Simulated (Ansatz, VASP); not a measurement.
# HgTe in VASP and in Ansatz

File INCAR:

```
ALGO = Normal
EDIFF = 1E-6
ENCUT = 520
GGA = PE
ISIF = 2
ISMEAR = -1
LASPH = T
LCHARG = F
LREAL = F
LWAVE = F
NBANDS = 16
NELM = 60
PREC = Accurate
SIGMA = 0.08
```

File KPOINTS:

```
k-points
0
Gamma
  10 10 10
```

File POSCAR:

```
HgTe
1.0
    0.0000000000      2.9215000000      2.8922850000
    2.9215000000      0.0000000000      2.8922850000
    2.9215000000      2.9215000000      0.0000000000
Hg Te
1 1
Direct
    0.0000000000      0.0000000000      0.0000000000
    0.5000000000      0.5000000000      0.5000000000
```

Input for Ansatz:

```yaml
crystal:
  lattice:
    - [0.0, 2.9215, 2.892285]
    - [2.9215, 0.0, 2.892285]
    - [2.9215, 2.9215, 0.0]
  atoms:
    - { symbol: Hg, position: [0.0, 0.0, 0.0] }
    - { symbol: Te, position: [0.5, 0.5, 0.5] }
kpoints:
  mp_grid: { grid: [10, 10, 10] }
  band_path:
    path:
      - [0.0, 0.0, 0.0]
      - [0.0, 0.5, 0.5]
      - [0.25, 0.75, 0.5]
      - [0.0, 0.5, 0.0]
      - [0.0, 0.0, 0.0]
      - [0.5, 0.5, 0.0]
      - [0.3775380063, 0.6224619937, 0.0]
      - [-0.3775380063, 0.3775380063, 0.0]
      - [0.0, 0.0, 0.0]
    npoints: 5
scf:
  occupations: { method: fermi_dirac, width: 0.08 }
hamiltonian:
  xc: pbe
  pseudopotentials: { kind: all_electron, lapw: { basis_error: 0.001 } }
output:
  forces: true
  stress: true
  eigenvalues: true
```

Change from the starting cell: zz strain of -1 %.

Alike in both runs: task single point; functional PBE; k mesh 10 × 10 × 10; occupations fermi-dirac, width 0.08 eV; no spin polarisation.

|  | VASP | Ansatz |
| --- | --- | --- |
| version | VASP 6.6.1 | Ansatz 0.2.0 |
| potentials or method | VASP PAW PBE potentials, release 64 (Hg, Te) | all-electron LAPW, scalar-relativistic |
| plane-wave cutoff (eV) | 520 | see its input |

VASP gave:

* pressure (GPa): 11.6
* largest component of the traceless stress (GPa): 1.06

Question: Estimate Ansatz's values.

Answer: Pressure (GPa): 11.4; largest component of the traceless stress (GPa): 1.04.

Ansatz ran all-electron here, so the differences hold the error of VASP's frozen core and of both bases.

Spin-orbit coupling is left out, which matters for the levels of Hg, Te.
